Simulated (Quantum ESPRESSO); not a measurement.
The system is CsPbBr3.

```
Pb Cs Br
1.0
     5.87000    0.00000    0.00000
     0.00000    5.87000    0.00000
     0.00000    0.00000    5.87000
Pb Cs Br
1 1 3
Cartesian
  2.9350 2.9350 2.9350
  0.0000 0.0000 0.0000
  2.9350 2.9350 0.0000
  2.9350 0.0000 2.9350
  0.0000 2.9350 2.9350
```

Measurements of this composition are mostly on another form, of space group No. 62.

* Program: Quantum ESPRESSO 7.5
* Task: phonons
* Functional: rev-vdW-DF2
* Potentials or basis: SPMS 1.0 PBE
* Cutoff: 680 eV
* Density cutoff: 2721 eV
* k mesh: 2 × 2 × 2, shifted
* Occupations: fermi-dirac, width 0.05 eV
* Spin: no spin polarisation
* Mixing beta: 0.5
* Most SCF iterations: 120
* SCF threshold: 1e-09 Ry

The cell and the atoms were relaxed first, to 39.42 Å³/atom (a = 5.820 Å, b = 5.820 Å, c = 5.820 Å, α = 90.00°, β = 90.00°, γ = 90.00°), and the response was taken there.

The first run showed a gap, so the response started from a second, tighter run with fixed occupations.

Q: Which optical modes does the crystal have at the zone centre, and which show in infrared and Raman spectra?

A: The optical modes are 3T1u + T2u. Infrared active: 3T1u. None is Raman active.

Optical modes at Γ, degenerate ones joined, polar ones without the macroscopic field:
| cm⁻¹ | components | symmetry | active in |
| --- | --- | --- | --- |
| 25 | 3 | T1u | IR |
| 53 | 3 | T2u | silent |
| 70 | 3 | T1u | IR |
| 142 | 3 | T1u | IR |

Caveat: the potentials were made for another functional, which shifts forces and pressure.
